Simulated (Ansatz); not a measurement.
**GaAs: a trial structure relaxed**

Where does this trial cell of GaAs go when cell and atoms are let free?

Computed with Ansatz 0.2.0 (DFT PBE, scalar-relativistic, plane waves, PAW, unless a step's input says otherwise).

### 1 The structure to begin with

Symmetry: P4_322, No. 95, tetragonal system. The conventional cell has a = 4.356 Å, b = 4.356 Å, c = 8.688 Å, α = 90.00°, β = 90.00°, γ = 90.00°. Ga (site symmetry 2) is surrounded by 4 As at 2.28 to 2.49 Å. As (site symmetry 2) has 4 Ga at 2.28 to 2.49 Å as nearest neighbours.

Structure file:

```cif
data_structure
_symmetry_space_group_name_H-M 'P4_322'
_symmetry_Int_Tables_number 95
_cell_length_a 4.3560
_cell_length_b 4.3560
_cell_length_c 8.6880
_cell_angle_alpha 90.000
_cell_angle_beta 90.000
_cell_angle_gamma 90.000
_cell_volume 164.85
loop_
_atom_site_label
_atom_site_type_symbol
_atom_site_symmetry_multiplicity
_atom_site_Wyckoff_symbol
_atom_site_fract_x
_atom_site_fract_y
_atom_site_fract_z
_atom_site_occupancy
Ga1 Ga 4 b 0.11138 0.50000 0.25000 1
As1 As 4 a 0.00000 0.61138 0.50000 1
```

The cell is invented: 4-connected net, two elements alternating (P4_322, No. 95). The dimensions are guesses.

### 2 Probe: one point on a coarse mesh

input.yaml reads:

```yaml
crystal:
  lattice:
    - [4.35598377, 0.0, 0.0]
    - [0.0, 4.35598377, 0.0]
    - [0.0, 0.0, 8.68804423]
  atoms:
    - { symbol: Ga, position: [0.11138201, 0.5, 0.25] }
    - { symbol: Ga, position: [0.5, 0.88861799, 0.5] }
    - { symbol: Ga, position: [0.5, 0.11138201, 0.0] }
    - { symbol: Ga, position: [0.88861799, 0.5, 0.75] }
    - { symbol: As, position: [0.0, 0.61138201, 0.5] }
    - { symbol: As, position: [0.38861799, 0.0, 0.25] }
    - { symbol: As, position: [0.61138201, 0.0, 0.75] }
    - { symbol: As, position: [0.0, 0.38861799, 0.0] }
basis:
  ecutwfc: 420
kpoints:
  mp_grid: { grid: [4, 4, 2] }
hamiltonian:
  xc: pbe
scf:
  occupations: { method: gaussian, width: 0.1 }
  lower_state_search: "off"
output:
  forces: true
  stress: true
  eigenvalues: true
```

Launch:

```console
$ ansatz run input.yaml --threads 1 --pin off --max-ram 2560MiB --backend cpu --events-out ev --progress --plain --runs-dir out
```

Further runs follow: coarse relaxation; full relaxation; relaxation repeated from the relaxed cell.

What does the calculation give? Wanted: conventional cell; volume; energy over the elements; gap on the mesh.

**Answer**, as computed:

| quantity | value |
| --- | --- |
| symmetry at the end (tolerance 0.05 Å) | space group Fm-3m (No. 225) |
| conventional cell | a = 5.392 Å, b = 5.392 Å, c = 5.392 Å, α = 90.00°, β = 90.00°, γ = 90.00° |
| volume | 19.59 Å³/atom |
| energy over the elements | -0.03 eV/atom |
| gap on the mesh | none (metal) |

In words: The symmetry goes from space group P4_322 (No. 95) to space group Fm-3m (No. 225) (read at 0.05 Å; 0.001 Å gives P4_322 (No. 95)), and the volume per atom shrinks by 4.9 % from the first guess. The formation energy of this structure is too near zero to say whether it is bound against the elements. No finished test with a distortion of lower symmetry is shown, so the end may be a saddle point.
